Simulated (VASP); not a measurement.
# InPd in VASP: reference runs

Aim: a first look at InPd with PBE, on the cell as given.

Everything below comes from runs of VASP 6.6.1. Logs are shortened: lines on timing, memory, paths and dates and some standing lists are left out, and cuts for length are marked.

### Step 1. The cell of the first run

The cell holds a slab with vacuum, 10 atoms: a = 3.272 Å, b = 4.627 Å, c = 24.254 Å, α = 90.00°, β = 90.00°, γ = 90.00°.

### Step 2. Single point, PBE (the (1 1 0) slab of InPd, cut from the database cell, not relaxed)

File INCAR:

```
PREC = Accurate
ENCUT = 520
EDIFF = 1E-7
ISMEAR = -1
SIGMA = 0.05
LREAL = False
LASPH = True
NELM = 60
ALGO = Normal
ISIF = 2
LWAVE = False
LCHARG = True
LDIPOL = True
IDIPOL = 3
DIPOL = 0.5 0.5 0.500
GGA = PE
LELF = True
LVHAR = True
LVACPOTAV = True
NBANDS = 68
```

File KPOINTS:

```
Automatic mesh
0
Gamma
  8 6 1
```

File POSCAR:

```
InPd
1.0
    3.2718847800      0.0000000000      0.0000000000
    0.0000000000      4.6271438304      0.0000000000
    0.0000000000      0.0000000000     24.2542876608
In Pd
5 5
Direct
    0.0000000000      0.5000000000      0.3092236764
    0.0000000000      0.0000000000      0.4046118382
    0.0000000000      0.5000000000      0.5000000000
    0.0000000000      0.0000000000      0.5953881618
    0.0000000000      0.5000000000      0.6907763236
    0.5000000000      0.0000000000      0.3092236764
    0.5000000000      0.5000000000      0.4046118382
    0.5000000000      0.0000000000      0.5000000000
    0.5000000000      0.5000000000      0.5953881618
    0.5000000000      0.0000000000      0.6907763236
```

Potentials or basis: VASP PAW PBE potentials, release 64 (In_d, Pd).

Started as:

```console
$ cat potpaw_PBE.64/In_d/POTCAR potpaw_PBE.64/Pd/POTCAR > POTCAR
$ mpirun -np 1 vasp_std > vasp.out
```

OUTCAR:

```text
PREC = Accurate
   ENCUT = 520
   EDIFF = 1E-7
   ISMEAR = -1
   LREAL = False
   LASPH = True
   NELM = 60
   ISIF = 2
   GGA = PE

 ion  position               nearest neighbor table
   1  0.000  0.500  0.309-   6 2.83   6 2.83   6 2.83   6 2.83   7 2.83   7 2.83   2 3.27   2 3.27

   2  0.000  0.000  0.405-   7 2.83   7 2.83   7 2.83   7 2.83   6 2.83   6 2.83   8 2.83   8 2.83
                             1 3.27   1 3.27   3 3.27   3 3.27
   3  0.000  0.500  0.500-   8 2.83   8 2.83   8 2.83   8 2.83   7 2.83   9 2.83   9 2.83   7 2.83
                             2 3.27   2 3.27   4 3.27   4 3.27
   4  0.000  0.000  0.595-   9 2.83   9 2.83   9 2.83   9 2.83  10 2.83  10 2.83   8 2.83   8 2.83
                             5 3.27   5 3.27   3 3.27   3 3.27
   5  0.000  0.500  0.691-  10 2.83  10 2.83  10 2.83  10 2.83   9 2.83   9 2.83   4 3.27   4 3.27

   6  0.500  0.000  0.309-   1 2.83   1 2.83   1 2.83   1 2.83   2 2.83   2 2.83   7 3.27   7 3.27

   7  0.500  0.500  0.405-   2 2.83   2 2.83   2 2.83   2 2.83   1 2.83   1 2.83   3 2.83   3 2.83
                             6 3.27   6 3.27   8 3.27   8 3.27
   8  0.500  0.000  0.500-   3 2.83   3 2.83   3 2.83   3 2.83   2 2.83   4 2.83   4 2.83   2 2.83
                             9 3.27   7 3.27   7 3.27   9 3.27
   9  0.500  0.500  0.595-   4 2.83   4 2.83   4 2.83   4 2.83   5 2.83   5 2.83   3 2.83   3 2.83
                            10 3.27  10 3.27   8 3.27   8 3.27
  10  0.500  0.000  0.691-   5 2.83   5 2.83   5 2.83   5 2.83   4 2.83   4 2.83   9 3.27   9 3.27

  LATTYP: Found a simple orthorhombic cell.
 ALAT       =     3.2718847800
 B/A-ratio  =     1.4142135624
 C/A-ratio  =     7.4129406418

  Lattice vectors:

 A1 = (   3.2718847800,   0.0000000000,   0.0000000000)
 A2 = (   0.0000000000,   4.6271438304,   0.0000000000)
 A3 = (   0.0000000000,   0.0000000000,  24.2542876608)

Analysis of symmetry for initial positions (statically):
=====================================================================
 Subroutine PRICEL returns:
 Original cell was already a primitive cell.

 Routine SETGRP: Setting up the symmetry group for a
 simple orthorhombic supercell.

 Subroutine GETGRP returns: Found  8 space group operations
 (whereof  8 operations were pure point group operations)
 out of a pool of  8 trial point group operations.

The static configuration has the point symmetry D_2h.

Analysis of symmetry for dynamics (positions and initial velocities):
=====================================================================
 Subroutine PRICEL returns:
 Original cell was already a primitive cell.

 Routine SETGRP: Setting up the symmetry group for a
 simple orthorhombic supercell.

 Subroutine GETGRP returns: Found  8 space group operations
 (whereof  8 operations were pure point group operations)
 out of a pool of  8 trial point group operations.

The dynamic configuration has the point symmetry D_2h.

 Subroutine INISYM returns: Found  8 space group operations
 (whereof  8 operations are pure point group operations),
 and found     1 'primitive' translations

----------------------------------------------------------------------------------------

                                     Primitive cell

  volume of cell :     367.1973

  direct lattice vectors                    reciprocal lattice vectors
     3.271884780  0.000000000  0.000000000     0.305634234  0.000000000  0.000000000
     0.000000000  4.627143830  0.000000000     0.000000000  0.216116040  0.000000000
     0.000000000  0.000000000 24.254287661     0.000000000  0.000000000  0.041229824

  length of vectors
     3.271884780  4.627143830 24.254287661     0.305634234  0.216116040  0.041229824

  position of ions in fractional coordinates (direct lattice)
     0.000000000  0.500000000  0.309223676
     0.000000000  0.000000000  0.404611838
     0.000000000  0.500000000  0.500000000
     0.000000000  0.000000000  0.595388162
     0.000000000  0.500000000  0.690776324
     0.500000000  0.000000000  0.309223676
     0.500000000  0.500000000  0.404611838
     0.500000000  0.000000000  0.500000000
     0.500000000  0.500000000  0.595388162
     0.500000000  0.000000000  0.690776324

  ion indices of the primitive-cell ions
   primitive index   ion index
                 1           1
                 2           2
                 3           3
                 4           4
                 5           5
                 6           6
                 7           7
                 8           8
                 9           9
                10          10

----------------------------------------------------------------------------------------

 KPOINTS: Automatic mesh

Automatic generation of k-mesh.
 Grid dimensions read from file:
 generate k-points for:    8    6    1

 Generating k-lattice:

  Cartesian coordinates                     Fractional coordinates (reciprocal lattice)
     0.038204279  0.000000000  0.000000000     0.125000000  0.000000000  0.000000000
     0.000000000  0.036019340  0.000000000     0.000000000  0.166666667  0.000000000
     0.000000000  0.000000000  0.041229824     0.000000000  0.000000000  1.000000000

  Length of vectors
     0.038204279  0.036019340  0.041229824

  Shift w.r.t. Gamma in fractional coordinates (k-lattice)
     0.000000000  0.000000000  0.000000000

 Subroutine IBZKPT returns following result:
 ===========================================

 Found     20 irreducible k-points:

 Following reciprocal coordinates:
            Coordinates               Weight
  0.000000  0.000000  0.000000      1.000000
  0.125000  0.000000  0.000000      2.000000
  0.250000  0.000000  0.000000      2.000000
  0.375000  0.000000  0.000000      2.000000
  0.500000  0.000000  0.000000      1.000000
  0.000000  0.166667  0.000000      2.000000
[... 12 lines left out ...]
  0.375000  0.500000  0.000000      2.000000
  0.500000  0.500000  0.000000      1.000000
   k-points           NKPTS =     20   k-points in BZ     NKDIM =     20   number of bands    NBANDS=     68
   number of dos      NEDOS =    301   number of ions     NIONS =     10
   total plane-waves  NPLWV = 155520
   dimension x,y,z NGX =    24 NGY =   36 NGZ =  180
   dimension x,y,z NGXF=    48 NGYF=   72 NGZF=  360
   ions per type =               5   5
   NGX,Y,Z   is equivalent  to a cutoff of  12.19, 12.93, 12.34 a.u.
   NGXF,Y,Z  is equivalent  to a cutoff of  24.39, 25.87, 24.68 a.u.
 SYSTEM =  unknown system
   PREC   = accura    normal or accurate (medium, high low for compatibility)
   ISTART =      0    job   : 0-new  1-cont  2-samecut
   ICHARG =      2    charge: 1-file 2-atom 10-const
   ISPIN  =      1    spin polarized calculation?
   LNONCOLLINEAR =      F non collinear calculations
   LSORBIT =      F    spin-orbit coupling
   LASPH  =      T    aspherical Exc in radial PAW
   ENCUT  =  520.0 eV  38.22 Ry    6.18 a.u.   6.08  8.60 45.10*2*pi/ulx,y,z
   NELM   =     60;   NELMIN=  2; NELMDL= -5     # of ELM steps
   EDIFF  = 0.1E-06   stopping-criterion for ELM
   LREAL  =      F    real-space projection
   EDIFFG = 0.1E-05   stopping-criterion for IOM
   NSW    =      0    number of steps for IOM
   IBRION =     -1    ionic relax: 0-MD 1-quasi-New 2-CG
   NFREE  =      0    steps in history (QN), initial steepest desc. (CG)
   ISIF   =      2    stress and relaxation
   ISYM   =      2    0-nonsym 1-usesym 2-fastsym
   POTIM  = 0.5000    time-step for ionic-motion
   TEBEG  =    0.0;   TEEND  =   0.0 temperature during run
   PSTRESS=    0.0 pullay stress
   NELECT =     115.0000    total number of electrons
   NUPDOWN=      -1.0000    fix difference up-down
   EMIN   =  10.00;   EMAX   =-10.00  energy-range for DOS
   EFERMI =   0.00;   METHOD = LEGACY
   ISMEAR =    -1;   SIGMA  =   0.05  broadening in eV -4-tet -1-fermi 0-gaus
   EFERMI_NEDOS =   21; number of points for ismear=-14 and -15
   IALGO  =     38    algorithm
   IMIX   =      4    mixing-type and parameters
     AMIX     =   0.40;   BMIX     =  1.00
     AMIX_MAG =   1.60;   BMIX_MAG =  1.00
  volume/ion in A,a.u.               =      36.72       247.80
  Fermi-wavevector in a.u.,A,eV,Ry     =   1.111751  2.100905 16.816674  1.235991
  Thomas-Fermi vector in A             =   2.248318
   LORBIT       =      0    0 simple, 1 ext, 2 COOP (PROOUT), +10 PAW based schemes
   GGA     = PE    functional components
   LHFCALC =     F    Hartree Fock is set to
   AEXX    =    0.0000 exact exchange contribution
   IVDW    =     0    specifies the selected vdW correction
   LEPSILON=     F    determine dielectric tensor
   LRPA    =     F    only Hartree local field effects (RPA)
 non-spin polarized calculation
  energy-cutoff  :      520.00
  volume of cell :      367.20
 maximum number of plane-waves:      9960
   NGX = 13   NGY = 17   NGZ = 91

 dipolmoment           0.000000      0.000000      0.000000 electrons x Angstroem

 number of electron     114.9999965 magnetization

 dipolmoment           0.000000      0.000000     -0.000000 electrons x Angstroem

 Free energy of the ion-electron system (eV)
  ---------------------------------------------------
  ext. energy  EPLUGINS =         0.00000000
  ---------------------------------------------------
  free energy    TOTEN  =       -42.24366000 eV

  energy without entropy =      -42.20221670  energy(sigma->0) =      -42.22293835

 E-fermi :   2.5114     XC(G=0):  -6.5836

 val. band max:        2.4884823782   @ k =   0.3750   0.3333   0.0000
 cond. band min:       2.5244952277   @ k =   0.5000   0.3333   0.0000
 fundamental gap:      0.0360128494
 Fermi energy:         2.5114223779

 k-point     1 :       0.0000    0.0000    0.0000
  band No.  band energies     occupation
      1     -12.4612      2.00000
      2     -12.4056      2.00000
      3     -12.3710      2.00000
      4     -12.3081      2.00000
      5     -12.2847      2.00000
      6     -12.2153      2.00000
[... 60 lines left out ...]
     67       6.8278      0.00000
     68       7.0287      0.00000
[... 1347 lines left out ...]
     67       5.6543      0.00000
     68       5.8295      0.00000

------------------------ aborting loop because EDIFF is reached ----------------------------------------

  FORCE on cell =-STRESS in cart. coord.  units (eV):
  Direction    XX          YY          ZZ          XY          YZ          ZX
  --------------------------------------------------------------------------------------
  -------------------------------------------------------------------------------------
  Total       -0.3236395     -1.8722175      3.3425739      0.0000000      0.0000000      0.0000000
  in kB       -1.4121234     -8.1689712     14.5845176      0.0000000      0.0000000      0.0000000
  external PRESSURE =       1.6678077 kB  Pullay stress =       0.0000000 kB

 VOLUME and BASIS-vectors are now :
 -----------------------------------------------------------------------------
  energy-cutoff  :      520.00
  volume of cell :      367.20
      direct lattice vectors                 reciprocal lattice vectors
     3.271884780  0.000000000  0.000000000     0.305634234  0.000000000  0.000000000
     0.000000000  4.627143830  0.000000000     0.000000000  0.216116040  0.000000000
     0.000000000  0.000000000 24.254287661     0.000000000  0.000000000  0.041229824

 POSITION                                       TOTAL-FORCE (eV/Angst)
 -----------------------------------------------------------------------------------
      0.00000      2.31357      7.50000         0.000000     -0.000000     -0.801425
      0.00000      0.00000      9.81357         0.000000     -0.000000     -0.349592
      0.00000      2.31357     12.12714         0.000000     -0.000000     -0.000000
      0.00000      0.00000     14.44072         0.000000     -0.000000      0.349592
      0.00000      2.31357     16.75429         0.000000     -0.000000      0.801425
      1.63594      0.00000      7.50000         0.000000      0.000000      0.393149
      1.63594      2.31357      9.81357         0.000000     -0.000000      0.424663
      1.63594      0.00000     12.12714         0.000000     -0.000000     -0.000000
      1.63594      2.31357     14.44072         0.000000     -0.000000     -0.424663
      1.63594      0.00000     16.75429         0.000000     -0.000000     -0.393149
 -----------------------------------------------------------------------------------
    total drift:                                0.000000      0.000000     -0.000000

  FREE ENERGIE OF THE ION-ELECTRON SYSTEM (eV)
  ---------------------------------------------------
  free  energy   TOTEN  =       -42.2436599965 eV

  energy  without entropy=      -42.2022167026  energy(sigma->0) =      -42.22293835

 vacuum level on the upper side and lower side of the slab         7.237         7.237
```

Wall time 10 min (1 thread of AMD EPYC 9R45 (Zen 5), shared host); peak memory 0.57 GiB.

Results:

| Quantity | Value |
| --- | --- |
| Free energy | -42.2437 eV |
| Largest force | 0.801 eV/Å |
| Band gap on the k mesh | none (metal or under the smearing width) |
| Work function of the upper face | 4.73 eV |
| Work function of the lower face | 4.73 eV |

Forces on the atoms (eV/Å):
```
In   0.000  0.000 -0.801
In   0.000  0.000 -0.350
In   0.000  0.000  0.000
In   0.000  0.000  0.350
In   0.000  0.000  0.801
Pd   0.000  0.000  0.393
Pd   0.000  0.000  0.425
Pd   0.000  0.000  0.000
Pd   0.000  0.000 -0.425
Pd   0.000  0.000 -0.393
```

Levels at points of the mesh, in eV from the Fermi level:
| k point | band 55 | band 56 | band 57 | band 58 | band 59 | band 60 | band 61 | band 62 |
| --- | --- | --- | --- | --- | --- | --- | --- | --- |
| (0.00, 0.00, 0.00) | -1.39 | -1.29 | -1.07 | -0.16 | 1.18 | 1.82 | 2.16 | 2.60 |
| (0.50, 0.00, 0.00) | -0.79 | -0.47 | -0.34 | 0.19 | 0.64 | 2.38 | 2.48 | 2.95 |
| (0.00, 0.50, 0.00) | -1.88 | -1.20 | -0.99 | -0.87 | 0.22 | 0.36 | 1.55 | 1.92 |
| (0.50, 0.50, 0.00) | -0.96 | -0.93 | -0.73 | -0.68 | -0.68 | -0.68 | 1.04 | 1.13 |
